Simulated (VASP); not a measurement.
# CdS (Fm-3m) in VASP: a series of runs

One crystal, CdS, is run at these levels: PBE; tasks: G0W0 quasiparticle levels.

All numbers are computed with VASP 6.6.1; they aren't measurements. Logs are shortened: lines on timing, memory, paths and dates and some standing lists are left out, and cuts for length are marked.

## (1) The structure

Symmetry: Fm-3m, No. 225, cubic system. The conventional cell has a = 5.506 Å, b = 5.506 Å, c = 5.506 Å, α = 90.00°, β = 90.00°, γ = 90.00°. Cd (site symmetry m-3m) is surrounded by 6 S at 2.75 Å. S (site symmetry m-3m) has 6 Cd at 2.75 Å as nearest neighbours.

Measurements of this composition are mostly on another form, of space group No. 186.

## (2) G0W0 quasiparticle levels, PBE

POSCAR

```
CdS
1.0
    0.0000000000      2.7532440000      2.7532440000
    2.7532440000      0.0000000000      2.7532440000
    2.7532440000      2.7532440000      0.0000000000
Cd S
1 1
Direct
    0.0000000000      0.0000000000      0.0000000000
    0.5000000000      0.5000000000      0.5000000000
```

INCAR.step1

```
SYSTEM = CdS
PREC = Accurate
ENCUT = 450
EDIFF = 1E-8
ISMEAR = 0
SIGMA = 0.01
LREAL = .False.
LASPH = .True.
NELM = 80
ALGO = Normal
LWAVE = .True.
LCHARG = .False.
GGA = PE
```

INCAR.step2

```
SYSTEM = CdS
PREC = Accurate
ENCUT = 450
EDIFF = 1E-8
ISMEAR = 0
SIGMA = 0.01
LREAL = .False.
LASPH = .True.
NELM = 1
ALGO = Exact
LWAVE = .True.
LCHARG = .False.
GGA = PE
NBANDS = 59
LOPTICS = .True.
ISTART = 1
```

INCAR.step3

```
SYSTEM = CdS
PREC = Accurate
ENCUT = 450
EDIFF = 1E-8
ISMEAR = 0
SIGMA = 0.01
LREAL = .False.
LASPH = .True.
ALGO = EVGW0
LWAVE = .False.
LCHARG = .False.
GGA = PE
NELMGW = 1
NBANDS = 59
ENCUTGW = 150
NOMEGA = 24
PRECFOCK = Fast
ISTART = 1
NBANDSGW = 17
```

KPOINTS

```
Automatic mesh
0
Gamma
  3 3 3
  0 0 0
```

Potentials or basis: VASP PAW PBE potentials, release 64 (Cd_GW, S_GW).

The run is started by

```sh
$ cat potpaw_PBE.64/Cd_GW/POTCAR potpaw_PBE.64/S_GW/POTCAR > POTCAR
$ cp INCAR.step1 INCAR
$ mpirun -np 1 vasp_std > vasp.out
$ cp INCAR.step2 INCAR
$ mpirun -np 1 vasp_std > vasp.out
$ cp INCAR.step3 INCAR
$ mpirun -np 1 vasp_std > vasp.out
```

OUTCAR:

```text
SYSTEM = CdS
   PREC = Accurate
   ENCUT = 450
   EDIFF = 1E-8
   ISMEAR = 0
   LREAL = .False.
   LASPH = .True.
   GGA = PE
   NELMGW = 1
   ENCUTGW = 150
   PRECFOCK = Fast
   ISTART = 1

 Found      4 irreducible k-points:

 Following reciprocal coordinates:
            Coordinates               Weight
  0.000000  0.000000  0.000000      1.000000
  0.333333  0.000000  0.000000      8.000000
  0.333333  0.333333  0.000000      6.000000
 -0.333333  0.333333  0.000000     12.000000
   k-points           NKPTS =      4   k-points in BZ     NKDIM =     27   number of bands    NBANDS=     59
   number of dos      NEDOS =    301   number of ions     NIONS =      2
   total plane-waves  NPLWV =  21952
   dimension x,y,z NGX =    28 NGY =   28 NGZ =   28
   dimension x,y,z NGXF=    56 NGYF=   56 NGZF=   56
   ions per type =               1   1
   NGX,Y,Z   is equivalent  to a cutoff of  11.95, 11.95, 11.95 a.u.
   NGXF,Y,Z  is equivalent  to a cutoff of  23.91, 23.91, 23.91 a.u.
 SYSTEM =  CdS
   PREC   = accura    normal or accurate (medium, high low for compatibility)
   ISTART =      1    job   : 0-new  1-cont  2-samecut
   ICHARG =      0    charge: 1-file 2-atom 10-const
   ISPIN  =      1    spin polarized calculation?
   LNONCOLLINEAR =      F non collinear calculations
   LSORBIT =      F    spin-orbit coupling
   LASPH  =      T    aspherical Exc in radial PAW
   ENCUT  =  450.0 eV  33.07 Ry    5.75 a.u.   6.73  6.73  6.73*2*pi/ulx,y,z
   NELM   =     60;   NELMIN=  2; NELMDL=  0     # of ELM steps
   EDIFF  = 0.1E-07   stopping-criterion for ELM
   LREAL  =      F    real-space projection
   EDIFFG = 0.1E-06   stopping-criterion for IOM
   NSW    =      0    number of steps for IOM
   IBRION =     -1    ionic relax: 0-MD 1-quasi-New 2-CG
   NFREE  =      0    steps in history (QN), initial steepest desc. (CG)
   ISIF   =      0    stress and relaxation
   ISYM   =      3    0-nonsym 1-usesym 2-fastsym
   POTIM  = 0.5000    time-step for ionic-motion
   TEBEG  =    0.0;   TEEND  =   0.0 temperature during run
   PSTRESS=    0.0 pullay stress
   NELECT =      18.0000    total number of electrons
   NUPDOWN=      -1.0000    fix difference up-down
   EMIN   =  10.00;   EMAX   =-10.00  energy-range for DOS
   EFERMI =   0.00;   METHOD = LEGACY
   ISMEAR =     0;   SIGMA  =   0.01  broadening in eV -4-tet -1-fermi 0-gaus
   EFERMI_NEDOS =   21; number of points for ismear=-14 and -15
   IALGO  =     38    algorithm
   IMIX   =      4    mixing-type and parameters
     AMIX     =   0.40;   BMIX     =  1.00
     AMIX_MAG =   1.60;   BMIX_MAG =  1.00
  volume/ion in A,a.u.               =      20.87       140.84
  Fermi-wavevector in a.u.,A,eV,Ry     =   1.236833  2.337275 20.813583  1.529755
  Thomas-Fermi vector in A             =   2.371425
   LORBIT       =      0    0 simple, 1 ext, 2 COOP (PROOUT), +10 PAW based schemes
   GGA     = PE    functional components
   LHFCALC =     T    Hartree Fock is set to
   PRECFOCK=fast      Normal, Fast or Accurate (Low or Medium for compatibility)
   ENCUT4O =  -1.0   cutoff for four orbital integrals eV
   NKREDX  =     1    reduce k-point grid by
   NKREDY  =     1    reduce k-point grid by
   NKREDZ  =     1    reduce k-point grid by
   AEXX    =    1.0000 exact exchange contribution
   HFSCREEN=    0.0000 screening length (either q_TF or 0.3 A-1)
   HFSCREENC=   0.0000 screening length for correlation (either q_TF or 0.3 A-1)
   ENCUTFOCK=  -1.0 apply spherical cutoff to Coloumb kernel
   IVDW    =     0    specifies the selected vdW correction
   LEPSILON=     F    determine dielectric tensor
   LRPA    =     F    only Hartree local field effects (RPA)
   LRPAFORCE           =     F    calculate RPA forces
   ENCUTGW             = 150.0    cutoff for response function in eV
   ENCUTGWSOFT         = 120.0    soft cutoff for Coulomb kernel in GW response function in eV
   ENCUTLF             =  -1.0    cutoff for local field effects
   NELMGW              =     1    number of iterations in solving QP/BSE equation
   NELMHF              =     1    number of iterations in the inner HF iteration
   NKREDLFX            =     1    NKREDLFY  =   1   NKREDLFZ  =   1
 non-spin polarized calculation
 Gauss-broadening in eV      SIGMA  =   0.01
  energy-cutoff  :      450.00
  volume of cell :       41.74
 maximum number of plane-waves:       906
  NGX = 16; NGY = 16; NGZ = 16
   NGX = 13   NGY = 13   NGZ = 13
 maximum number of plane-waves:       176

 QP shifts <psi_nk| G(iteration)W_0 |psi_nk>: iteration 1
 for sc-GW calculations column KS-energies equals QP-energies in previous step
 and V_xc(KS)=  KS-energies - (<T + V_ion + V_H > + <T+V_H+V_ion>^1  + <V_x>^1)

 k-point   1 :       0.0000    0.0000    0.0000
  band No.  KS-energies  QP-energies   sigma(KS)   V_xc(KS)     V^pw_x(r,r')   Z            occupation Imag(sigma)

      1      -8.2276      -8.5192     -13.1032     -12.6776     -20.6296       0.6851       2.0000       1.1894
      2      -3.3313      -5.2997     -18.0591     -15.3687     -23.1447       0.7316       2.0000       0.2093
      3      -3.3313      -5.2997     -18.0591     -15.3687     -23.1447       0.7316       2.0000       0.2093
      4      -3.3313      -5.2997     -18.0591     -15.3687     -23.1447       0.7316       2.0000       0.2093
      5      -3.3249      -5.2960     -18.1795     -15.5045     -23.4091       0.7369       2.0000       0.2593
      6      -3.3249      -5.2960     -18.1795     -15.5045     -23.4091       0.7369       2.0000       0.2593
[... 9 lines left out ...]
     16      15.6056      16.2602      -9.3065     -10.1578      -3.6388       0.7689       0.0000      -0.7263
     17      15.6056      16.2602      -9.3065     -10.1578      -3.6388       0.7689       0.0000      -0.7263

 k-point   2 :       0.3333    0.0000    0.0000
  band No.  KS-energies  QP-energies   sigma(KS)   V_xc(KS)     V^pw_x(r,r')   Z            occupation Imag(sigma)

      1      -7.4583      -7.6904     -13.5011     -13.1620     -20.8816       0.6845       2.0000       1.0130
      2      -3.5365      -5.4325     -17.8501     -15.2500     -23.1242       0.7292       2.0000       0.2967
      3      -3.5365      -5.4325     -17.8501     -15.2500     -23.1242       0.7292       2.0000       0.2967
      4      -3.4494      -5.3464     -17.6304     -15.0319     -22.7137       0.7301       2.0000       0.2495
      5      -3.1877      -5.1715     -18.2481     -15.5481     -23.3571       0.7347       2.0000       0.1942
      6      -3.1877      -5.1715     -18.2481     -15.5481     -23.3571       0.7347       2.0000       0.1942
[... 9 lines left out ...]
     16      15.8326      16.5185      -9.7970     -10.6923      -4.6916       0.7662       0.0000      -0.5436
     17      21.5622      22.4265      -9.9444     -11.0368      -3.7775       0.7912       0.0000      -1.0581

 k-point   3 :       0.3333    0.3333    0.0000
  band No.  KS-energies  QP-energies   sigma(KS)   V_xc(KS)     V^pw_x(r,r')   Z            occupation Imag(sigma)

      1      -7.4873      -7.8005     -13.8195     -13.3587     -21.1871       0.6798       2.0000       0.9847
      2      -3.4402      -5.3912     -17.8748     -15.2039     -22.9533       0.7305       2.0000       0.2235
      3      -3.2482      -5.2231     -18.2617     -15.5834     -23.5002       0.7374       2.0000       0.2487
      4      -3.1787      -4.9235     -17.4079     -15.0296     -22.6047       0.7336       2.0000       0.3145
      5      -3.1577      -5.1399     -18.2460     -15.5467     -23.3394       0.7343       2.0000       0.1873
      6      -3.1577      -5.1399     -18.2460     -15.5467     -23.3394       0.7343       2.0000       0.1873
[... 9 lines left out ...]
     16      19.5780      20.5523     -10.2962     -11.5432      -4.2763       0.7813       0.0000      -0.9387
     17      19.5780      20.5523     -10.2962     -11.5432      -4.2763       0.7813       0.0000      -0.9387

 k-point   4 :      -0.3333    0.3333    0.0000
  band No.  KS-energies  QP-energies   sigma(KS)   V_xc(KS)     V^pw_x(r,r')   Z            occupation Imag(sigma)

      1      -7.1911      -7.5015     -14.0905     -13.6351     -21.4151       0.6816       2.0000       0.9089
      2      -3.4626      -5.3602     -17.9312     -15.3329     -23.2267       0.7303       2.0000       0.2959
      3      -3.4289      -5.3236     -17.6583     -15.0640     -22.7523       0.7303       2.0000       0.2482
      4      -3.2651      -5.2153     -17.9868     -15.3251     -23.0689       0.7327       2.0000       0.2113
      5      -3.1335      -5.1233     -18.2990     -15.5914     -23.3913       0.7349       2.0000       0.1811
      6      -2.8377      -4.6438     -18.0653     -15.6200     -23.2646       0.7386       2.0000       0.2373
[... 9 lines left out ...]
     16      19.7754      20.6551     -10.0519     -11.1813      -3.9643       0.7789       0.0000      -0.9998
     17      20.9739      21.9535     -10.0362     -11.2693      -4.0494       0.7944       0.0000      -1.0326

 QP shifts <psi_nk| G(iteration)W_0 |psi_nk>: iteration 2

 k-point   1 :       0.0000    0.0000    0.0000
  band No. old QP-enery  QP-energies   sigma(KS)   T+V_ion+V_H  V^pw_x(r,r')   Z            occupation Imag(sigma)

      1      -8.5192      -8.6466     -13.1542       4.4500     -20.6296       0.6885       2.0000       1.1366
      2      -5.2997      -5.8416     -18.0764      12.0374     -23.1447       0.7330       2.0000       0.2589
      3      -5.2997      -5.8416     -18.0764      12.0374     -23.1447       0.7330       2.0000       0.2589
      4      -5.2997      -5.8416     -18.0764      12.0374     -23.1447       0.7330       2.0000       0.2589
      5      -5.2960      -5.8111     -18.1758      12.1796     -23.4091       0.7356       2.0000       0.3304
      6      -5.2960      -5.8111     -18.1758      12.1796     -23.4091       0.7356       2.0000       0.3304
[... 9 lines left out ...]
     16      16.2602      16.3627      -9.3693      25.7634      -3.6388       0.7657       0.0000      -0.7531
     17      16.2602      16.3627      -9.3693      25.7634      -3.6388       0.7657       0.0000      -0.7531
[... 46 lines left out ...]
      1      -7.5015      -7.6445     -14.1548       6.4440     -21.4151       0.6829       2.0000       0.8449
      2      -5.3602      -5.8588     -17.9141      11.8703     -23.2267       0.7294       2.0000       0.3676
      3      -5.3236      -5.8484     -17.6745      11.6351     -22.7523       0.7331       2.0000       0.3019
      4      -5.2153      -5.7504     -18.0036      12.0600     -23.0689       0.7347       2.0000       0.2651
      5      -5.1233      -5.6651     -18.3175      12.4579     -23.3913       0.7358       2.0000       0.2331
      6      -4.6438      -5.1085     -18.0535      12.7823     -23.2646       0.7407       2.0000       0.3042
[... 9 lines left out ...]
     16      20.6551      20.7844     -10.1362      30.9567      -3.9643       0.7821       0.0000      -1.0428
     17      21.9535      22.0658     -10.1479      32.2433      -4.0494       0.7915       0.0000      -1.1088

 QP shifts <psi_nk| G(iteration)W_0 |psi_nk>: iteration 3

 k-point   1 :       0.0000    0.0000    0.0000
  band No. old QP-enery  QP-energies   sigma(KS)   T+V_ion+V_H  V^pw_x(r,r')   Z            occupation Imag(sigma)

      1      -8.6466      -8.6887     -13.1578       4.4500     -20.6296       0.6880       2.0000       1.1375
      2      -5.8416      -5.9908     -18.0824      12.0374     -23.1447       0.7337       2.0000       0.2743
      3      -5.8416      -5.9908     -18.0824      12.0374     -23.1447       0.7337       2.0000       0.2743
      4      -5.8416      -5.9908     -18.0824      12.0374     -23.1447       0.7337       2.0000       0.2743
      5      -5.8111      -5.9468     -18.1753      12.1796     -23.4091       0.7350       2.0000       0.3539
      6      -5.8111      -5.9468     -18.1753      12.1796     -23.4091       0.7350       2.0000       0.3539
[... 9 lines left out ...]
     16      16.3627      16.3785      -9.3800      25.7634      -3.6388       0.7680       0.0000      -0.7532
     17      16.3627      16.3785      -9.3800      25.7634      -3.6388       0.7680       0.0000      -0.7532
[... 46 lines left out ...]
      1      -7.6445      -7.6935     -14.1602       6.4440     -21.4151       0.6834       2.0000       0.8460
      2      -5.8588      -5.9904     -17.9095      11.8703     -23.2267       0.7294       2.0000       0.3933
      3      -5.8484      -5.9917     -17.6787      11.6351     -22.7523       0.7340       2.0000       0.3211
      4      -5.7504      -5.8970     -18.0097      12.0600     -23.0689       0.7353       2.0000       0.2831
      5      -5.6651      -5.8133     -18.3244      12.4579     -23.3913       0.7360       2.0000       0.2499
      6      -5.1085      -5.2294     -18.0540      12.7823     -23.2646       0.7409       2.0000       0.3249
[... 9 lines left out ...]
     16      20.7844      20.8033     -10.1482      30.9567      -3.9643       0.7818       0.0000      -1.0491
     17      22.0658      22.0777     -10.1624      32.2433      -4.0494       0.7897       0.0000      -1.1157

 QP shifts <psi_nk| G(iteration)W_0 |psi_nk>: iteration 4

 k-point   1 :       0.0000    0.0000    0.0000
  band No. old QP-enery  QP-energies   sigma(KS)   T+V_ion+V_H  V^pw_x(r,r')   Z            occupation Imag(sigma)

      1      -8.6887      -8.7019     -13.1578       4.4500     -20.6296       0.6877       2.0000       1.1397
      2      -5.9908      -6.0316     -18.0838      12.0374     -23.1447       0.7339       2.0000       0.2790
      3      -5.9908      -6.0316     -18.0838      12.0374     -23.1447       0.7339       2.0000       0.2790
      4      -5.9908      -6.0316     -18.0838      12.0374     -23.1447       0.7339       2.0000       0.2790
      5      -5.9468      -5.9827     -18.1752      12.1796     -23.4091       0.7349       2.0000       0.3604
      6      -5.9468      -5.9827     -18.1752      12.1796     -23.4091       0.7349       2.0000       0.3604
[... 9 lines left out ...]
     16      16.3785      16.3808      -9.3819      25.7634      -3.6388       0.7685       0.0000      -0.7530
     17      16.3785      16.3808      -9.3819      25.7634      -3.6388       0.7685       0.0000      -0.7530
[... 46 lines left out ...]
      1      -7.6935      -7.7087     -14.1597       6.4440     -21.4151       0.6836       2.0000       0.8490
      2      -5.9904      -6.0252     -17.9084      11.8703     -23.2267       0.7295       2.0000       0.4006
      3      -5.9917      -6.0308     -17.6800      11.6351     -22.7523       0.7342       2.0000       0.3267
      4      -5.8970      -5.9370     -18.0114      12.0600     -23.0689       0.7354       2.0000       0.2884
      5      -5.8133      -5.8538     -18.3262      12.4579     -23.3913       0.7360       2.0000       0.2548
      6      -5.2294      -5.2612     -18.0547      12.7823     -23.2646       0.7409       2.0000       0.3307
[... 9 lines left out ...]
     16      20.8033      20.8060     -10.1499      30.9567      -3.9643       0.7817       0.0000      -1.0499
     17      22.0777      22.0788     -10.1642      32.2433      -4.0494       0.7893       0.0000      -1.1160
```

It took 48 s on 1 thread of Intel Xeon 6975P-C (Granite Rapids), shared host; peak memory 0.22 GiB.

These settings aren't checked as converged: the numbers below hold their error.

What came out:

```yaml
Band_gap_on_the_k_mesh_mean-field_level: 0.97 eV, indirect (least direct gap 1.47 eV)
Quasiparticle_gap: 1.65 eV
```

Caveat: the k mesh is coarse (spacing up to 0.66 Å⁻¹), so the values aren't converged; bands, screening cutoff and mesh are small and nothing is extrapolated, so the quasiparticle values aren't converged; the log holds further tables after the one-shot step; the gap given is that of the first; an odd mesh through Γ misses points on the zone boundary, where band edges often lie.

[end of part 1 of 2]
